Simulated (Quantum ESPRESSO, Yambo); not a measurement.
# MgO (Periclase): G0W0 on several meshes in Yambo, part 2 of 2

How does the mesh move the gap of MgO (Periclase)?

Quantum ESPRESSO 7.5 and Yambo 5.3.0; PBE and many-body steps on it, plane waves. Known limits of the many-body steps: not at the basis limit.

So far. Step 4 (8×8×8): The gap on the mesh goes from 4.73 eV to 6.97 eV, a correction of +2.24 eV. Step 5 (Empty states on the mesh, 6×6×6 mesh, 98 bands): On this mesh the gap is 4.733 eV.

The database entry behind the starting cell differs from later determinations by our own check (about 0.1 % long), so it need not match the best structure at ambient conditions.

### 7. 6×6×6

This step: G0W0 on PBE, plane waves, norm-conserving pseudopotentials.

Input file gw11.in:

```
HF_and_locXC
gw0
dyson
ppa
em1d
rim_cut
RandQpts= 1000000
RandGvec= 1 RL
EXXRLvcs= 76 Ry
VXCRLvcs= 304 Ry
Chimod= "HARTREE"
% BndsRnXp
 1 | 98 |
%
NGsBlkXp= 17 Ry
% LongDrXp
 1 | 1 | 1 |
%
% GbndRnge
 1 | 98 |
%
DysSolver= "n"
ExtendOut
PPAPntXp= 27.21138 eV
% QPkrange
 1 | 1 | 7 | 10 |
%
```

The run is started by

```
$ OMP_NUM_THREADS=1 mpirun -n 4 yambo -F gw11.in -J gw11 -C gw11 > gw11.log
```

What it wrote:

```text
 Yambo, version 5.3.0

 [02] CORE Variables Setup
 =========================

  [... cell, symmetries and grids as in the set-up ...]

  [02.05] Energies & Occupations
  ==============================

  [X] === General ===
  [X] Electronic Temperature                        :  0.000000  0.000000 [eV K]
  [X] Bosonic    Temperature                        :  0.000000  0.000000 [eV K]
  [X] Finite Temperature mode                       : no
  [X] El. density                                   :  0.85343E+24 [cm-3]
  [X] Fermi Level                                   :  8.010855 [eV]

  [X] === Gaps and Widths ===
  [X] Conduction Band Min                           :  4.733022 [eV]
  [X] Valence Band Max                              :  0.000000 [eV]
  [X] Filled Bands                                  :   8
  [X] Empty Bands                                   :    9   98
  [X] Direct Gap                                    :  4.733022 [eV]
  [X] Direct Gap localized at k                     :  1
  [X] Indirect Gap                                  :  4.733022 [eV]
  [X] Indirect Gap between kpts                     :  1  1
  [X] Last valence band width                       :  1.645948 [eV]
  [X] 1st conduction band width                     :  5.872061 [eV]

 [03] Transferred momenta grid and indexing
 ==========================================

 IBZ Q-points                                      :  16
 BZ  Q-points                                      :  216

 K/Q-points units:
 rlu = crystal or reduced units; cc = cartesian coordinates; iku = interal k-units

 Q [ 1]         [rlu]:  0.000000  0.000000  0.000000
 Q [ 2]         [rlu]:  0.72302E-17 -0.20525E-16  0.16667
 Q [ 3]         [rlu]:  0.14460E-16 -0.41051E-16  0.33333
[...]
================================================

 [VXC] Plane waves :  11311
 [EXS] Plane waves :  1459

 QP @ state[ 1 ] K range:  1  1
 QP @ state[ 1 ] b range:   7  10

 [xc] Functional : Perdew, Burke & Ernzerhof(X)+Perdew, Burke & Ernzerhof(C)
 [xc] LIBXC used to calculate xc functional
  PP Number of Atomic Species                      :  2
  NLCC RL compoments                               :  11311
  PP Number of Atomic Species                      :  2
  NLCC RL compoments                               :  11311

 [xc] E_xc :  -11.58440 [Ha]
      E_xc :  -23.16879 [Ry]

  Local XC kind (lXC) : Perdew, Burke & Ernzerhof(X)+Perdew, Burke & Ernzerhof(C)
  Non-Local XC kind (nlXC) : Hartree-Fock

  Corrections @ K [1] :  [eV]
 <7|nlXC|7> = -25.49253  0.63537E-17 <7|lXC|7> = -20.10751 -0.37763E-15
 <8|nlXC|8> = -25.49252  0.31118E-17 <8|lXC|8> = -20.10751 -0.37764E-15
 <9|nlXC|9> = -8.934741  0.51366E-17 <9|lXC|9> = -13.45234 -0.94437E-16
 <10|nlXC|10> = -3.693333 -0.40150E-18 <10|lXC|10> = -9.568145  0.47211E-16

 [08] Dyson equation: Newton solver
 ==================================

  [08.01] G0W0 (W PPA)
  ====================

  [  GW  ] Bands range     :    1   98
  [GW/PPA] G damping       :  0.100000 [eV]

  QP @ state[ 1 ] K range:  1  1
  QP @ state[ 1 ] b range:   7  10

   Sc/G bands                                       :    1   98
   Sc/G damping                                     :  0.100000 ev
   Sc bands terminator                              : no
   Sx RL components                                 :  1459

   QP @ state[ 1 ] K range                          :  1  1
   QP @ state[ 1 ] b range                          :   7  10
   GF energies kind                                 : Perdew, Burke & Ernzerhof(X)+Perdew, Burke & Ernzerhof(C)
   GF WF`s kind                                     : Perdew, Burke & Ernzerhof(X)+Perdew, Burke & Ernzerhof(C)
   Xs energies kind                                 : Perdew, Burke & Ernzerhof(X)+Perdew, Burke & Ernzerhof(C)
   Xs WF`s kind                                     : Perdew, Burke & Ernzerhof(X)+Perdew, Burke & Ernzerhof(C)

 [11] Game Over & Game summary
```

Wall time 2 min (4 MPI ranks of Arm Neoverse V1, shared host); peak memory 1.3 GiB.

Numbers from this step:

| Item | Value |
| --- | --- |
| G0W0 gap on the points computed | 6.969 eV |
| starting gap on the mesh | 4.733 eV |
| k of the valence top | 0, 0, 0 |
| k of the conduction bottom | 0, 0, 0 |
| least direct G0W0 gap on the computed points | 6.969 eV |
| Z at the valence top | 0.8016 |
| Z at the conduction bottom | 0.8507 |

Against G0W0 in Yambo (8×8×8 mesh, 98 bands, screening to 231.3 eV, Godby-Needs plasmon pole), the gap moves by −0.005 eV.

### 8. Empty states on the mesh, 10×10×10 mesh, 98 bands

This step: Quantum ESPRESSO 7.5; DFT, PBE, plane waves, norm-conserving pseudopotentials.

Input file pw.in:

```
&control
  calculation = 'nscf'
  prefix = 'x'
  outdir = 'o'
  pseudo_dir = 'pseudo'
/
&system
  ibrav = 0
  nat = 2
  ntyp = 2
  ecutwfc = 76.0
  nbnd = 98
  force_symmorphic = .true.
/
&electrons
  conv_thr = 1e-9
  electron_maxstep = 80
  diago_full_acc = .true.
  diago_thr_init = 5e-6
/
ATOMIC_SPECIES
  Mg 24.305 Mg.upf
  O 15.999 O.upf
CELL_PARAMETERS angstrom
  -0.0000000000 2.1085000000 2.1085000000
  2.1085000000 0.0000000000 2.1085000000
  2.1085000000 2.1085000000 0.0000000000
ATOMIC_POSITIONS crystal
  Mg 0.0000000000 0.0000000000 0.0000000000
  O 0.5000000000 0.5000000000 0.5000000000
K_POINTS automatic
  10 10 10 0 0 0
```

The run is started by

```
$ OMP_NUM_THREADS=1 mpirun -n 4 pw.x -nk 4 -in pw.in > pw.out
```

What it wrote:

```text
[banner, memory and clock lines left out]
Program PWSCF v.7.5 starts

     Atomic positions and unit cell read from directory:
     o/x.save/

     Message from routine setup:
     using ibrav=0 with symmetry is DISCOURAGED, use correct ibrav instead

     G-vector sticks info

     bravais-lattice index     =            0
     lattice parameter (alat)  =       5.6349  a.u.
     unit-cell volume          =     126.5166 (a.u.)^3
     number of atoms/cell      =            2
     number of atomic types    =            2
     number of electrons       =        16.00
[...]
160.5696 160.5696

          k = 0.0707 0.0707-0.0707 (  1423 PWs)   bands (ev):

[...]
160.7410 161.2383

          k = 0.1414 0.1414-0.1414 (  1414 PWs)   bands (ev):

[...]
146.6251 147.0143 147.0143 147.2282 147.2282 150.4776 153.4038 155.3859
   155.3859 157.3047 157.3047 157.8425 159.0307 160.8312 162.3634 162.3634
   162.6920 162.8893

          k = 0.2121 0.2121-0.2121 (  1405 PWs)   bands (ev):

     [... further k-points ...]

     highest occupied, lowest unoccupied level (ev):     8.0109   12.7439

     XML data file, pseudopotentials, collected wavefunctions
```

Run time: 9.8 s. Hardware: 4 MPI ranks; peak memory 0.22 GiB; 39 s of CPU time.

This step gave:

```
gap                                                           : 4.733 eV
k of the valence top                                          : 0, 0, 0
k of the conduction bottom                                    : 0, 0, 0
least direct gap                                              : 4.733 eV
k points computed                                             : 47
lowest point of the top converged band, above the valence top : 149.1688 eV
```

On this mesh the gap is 4.733 eV.

### 9. Conversion and set-up

This step: Yambo 5.3.0; conversion and set-up on PBE, plane waves, norm-conserving pseudopotentials.

The run is started by

```
$ (cd o/x.save; p2y > p2y.log; mv SAVE ../..); yambo > setup.log
```

What it wrote:

```text
 Yambo, version 5.3.0

 [02] CORE Variables Setup
 =========================

  [02.01] Unit cells
  ==================

  Cell kind             :  FCC
  Atoms in the cell     :  Mg  O
  number of Mg atoms    :  1
  number of O  atoms    :  1

  List of atomic masses
  Mass of Mg    :  24.30500
  Mass of O     :  15.99900

  List of atomic coordinates    : [cc]
  Mg1       :  0.000000  0.000000  0.000000  order 1
  O1       :  3.984488  3.984488  3.984488  order 2

  Alat factors          :  3.984488  3.984488  3.984488 [a.u.]
  Direct lattice volume :  126.5166 [a.u.]
[...]
Q [ 1]         [rlu]:  0.000000  0.000000  0.000000
 Q [ 2]         [rlu]:  0.36610E-17 -0.10217E-16  0.10000
 Q [ 3]         [rlu]: -0.28323E-17 -0.28323E-17  0.20000
[...]
Q [ 8]         [rlu]:  0.14323E-16  0.10000      0.20000
 Q [ 9]         [rlu]:  0.28647E-16  0.10000      0.30000
 Q [10]         [rlu]:  0.59059E-17  0.10000      0.40000
     [... 35 further rows ...]
 Q [46]         [rlu]:  0.200000  0.400000 -0.300000
 Q [47]         [rlu]:  0.200000 -0.500000 -0.300000

  [03.01] X indexes
  =================

   [03.01.01] Sigma indexes
   ========================

 [06] Game Over & Game summary
```

The job ended after 2.5 s (1 MPI rank; peak memory 0.24 GiB).

### 10. 10×10×10

This step: G0W0 on PBE, plane waves, norm-conserving pseudopotentials.

Input file gw12.in:

```
HF_and_locXC
gw0
dyson
ppa
em1d
rim_cut
RandQpts= 1000000
RandGvec= 1 RL
EXXRLvcs= 76 Ry
VXCRLvcs= 304 Ry
Chimod= "HARTREE"
% BndsRnXp
 1 | 98 |
%
NGsBlkXp= 17 Ry
% LongDrXp
 1 | 1 | 1 |
%
% GbndRnge
 1 | 98 |
%
DysSolver= "n"
ExtendOut
PPAPntXp= 27.21138 eV
% QPkrange
 1 | 1 | 7 | 10 |
%
```

The run is started by

```
$ OMP_NUM_THREADS=1 mpirun -n 4 yambo -F gw12.in -J gw12 -C gw12 > gw12.log
```

What it wrote:

```text
 Yambo, version 5.3.0

 [02] CORE Variables Setup
 =========================

  [... cell, symmetries and grids as in the set-up ...]

  [02.05] Energies & Occupations
  ==============================

  [X] === General ===
  [X] Electronic Temperature                        :  0.000000  0.000000 [eV K]
  [X] Bosonic    Temperature                        :  0.000000  0.000000 [eV K]
  [X] Finite Temperature mode                       : no
  [X] El. density                                   :  0.85343E+24 [cm-3]
[...]
Sx RL components                                 :  1459

   QP @ state[ 1 ] K range                          :  1  1
   QP @ state[ 1 ] b range                          :   7  10
   GF energies kind                                 : Perdew, Burke & Ernzerhof(X)+Perdew, Burke & Ernzerhof(C)
   GF WF`s kind                                     : Perdew, Burke & Ernzerhof(X)+Perdew, Burke & Ernzerhof(C)
   Xs energies kind                                 : Perdew, Burke & Ernzerhof(X)+Perdew, Burke & Ernzerhof(C)
   Xs WF`s kind                                     : Perdew, Burke & Ernzerhof(X)+Perdew, Burke & Ernzerhof(C)

 [11] Game Over & Game summary
```

The job ended after 27 min (4 MPI ranks; peak memory 1.9 GiB; 1.8 h of CPU time).

This step gave:

```yaml
g0w0_gap_on_the_points_computed: 6.966 eV
starting_gap_on_the_mesh: 4.733 eV
k_of_the_valence_top: 0, 0, 0
k_of_the_conduction_bottom: 0, 0, 0
least_direct_g0w0_gap_on_the_computed_points: 6.966 eV
```

Against G0W0 in Yambo (8×8×8 mesh, 98 bands, screening to 231.3 eV, Godby-Needs plasmon pole), the gap moves by −0.008 eV.

### 11. The runs together

Times are wall times on 4 MPI ranks of Arm Neoverse V1, shared host, good to a factor of about two.

| run | mesh | bands | screening cutoff (eV) | DFT gap (eV) | gap on the mesh (eV) | direct (eV) | time |
| --- | --- | --- | --- | --- | --- | --- | --- |
| 8×8×8 | 8×8×8 | 98 | 231.3 | 4.733 | 6.974 | 6.974 | 8.1 min |
| 6×6×6 | 6×6×6 | 98 | 231.3 | 4.733 | 6.969 | 6.969 | 2 min |
| 10×10×10 | 10×10×10 | 98 | 231.3 | 4.733 | 6.966 | 6.966 | 27 min |

### 12. What came out

```json
{
  "8×8×8": "6.974 eV",
  "6×6×6": "6.969 eV",
  "10×10×10": "6.966 eV",
  "known limits": "not at the basis limit"
}
```

**Reading.** 6×6×6: −0.005 eV against 8×8×8. 10×10×10: −0.008 eV against 8×8×8. Bands and cutoff are finite, so the gap is not at the basis limit. The miss can reach some tenths of an eV and take either sign; the mesh is an error of its own. In the G0W0 runs levels were corrected at 1 k point alone, so a gap called «on the mesh» is the least over those, and an edge elsewhere would be missed.

[Paths, hosts, dates, memory and timing lines, banners, echoed tables and standing remarks are left out of the program output.]

[Logs are printed without paths, hosts, clocks, repeated set-up lines and the standing remarks that a program may print on its own settings, such as how far it seeks lower states.]

[Runs of the session that timed out or met a known fault of the program may be left out.]

[Hosts, paths, dates, database ids (printed as entryN), source tags and the programs' standing remarks are cut or masked in the printed files.]
